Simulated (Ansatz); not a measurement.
Computed with DFT PBE, scalar-relativistic, plane waves, PAW (Ansatz). All cells share a 420 eV cutoff and Γ-centred k meshes spaced at most about 0.3 Å⁻¹ (about 0.25 or finer for metals, 2π included). Spin is collinear.

Each guess is relaxed in cell and atoms at zero pressure, on a coarse mesh first where it starts far from rest and then on a converged one. The steps can't lower the symmetry of the start, but it can rise. Energies are static (0 K, no zero-point motion).

Two unrelaxed guesses for MnSb:

A. (collinear spin from parallel moments)

Space group P4/mmm (No. 123). a = 4.111 Å, b = 4.111 Å, c = 2.707 Å, α = 90.00°, β = 90.00°, γ = 90.00°
```csv
atom,site,symmetry,x,y,z
Mn,1b,4/mmm,0.0000,0.0000,0.5000
Sb,1d,4/mmm,0.5000,0.5000,0.5000
```

B. (collinear spin from parallel moments)

Space group R-3m:H (No. 166). a = 3.416 Å, b = 3.416 Å, c = 12.467 Å, α = 90.00°, β = 90.00°, γ = 120.00°
```tsv
atom	site	symmetry	x	y	z
Mn	3b	-3m	0.3333	0.6667	0.1667
Sb	3a	-3m	0.0000	0.0000	0.0000
```

Question: Do they relax into the same structure? If not, which is lower?

Answer: No. B ends lower, by 287 meV/atom. A: P4/mmm at 22.9 Å³/atom → P4/mmm at 23.3 Å³/atom; B: R-3m at 21.0 Å³/atom → Fm-3m (rock salt type) at 21.7 Å³/atom. Counting Sb atoms around Mn (those within 1.25 times the shortest such distance or 1.15 times the sum of covalent radii), the end of A has Mn 4 and the end of B has Mn 6. End of A. Conventional cell: a = 3.900 Å, c = 3.062 Å. Mn has 4 Sb at 2.76 Å and 2 Mn at 3.06 Å; Sb is surrounded by 4 Mn at 2.76 Å and 2 Sb at 3.06 Å. End of B. Conventional cell: a = 5.579 Å. Mn is surrounded by 6 Sb at 2.79 Å; around Sb lie 6 Mn at 2.79 Å.

Ends held by symmetry can be saddle points. Neither end is the lowest form computed: that has the nickel arsenide type, space group P6_3/mmc (No. 194), is reached from a cell as deposited in COD and lies 166 meV/atom below the better end. Even the lowest of the cells shown lies +0.17 eV/atom against the elements. Spin–orbit coupling, which can matter for Sb, is left out. Another magnetic order may lie lower. Some types were kept out of the candidates beforehand, so the set may lack a known form.
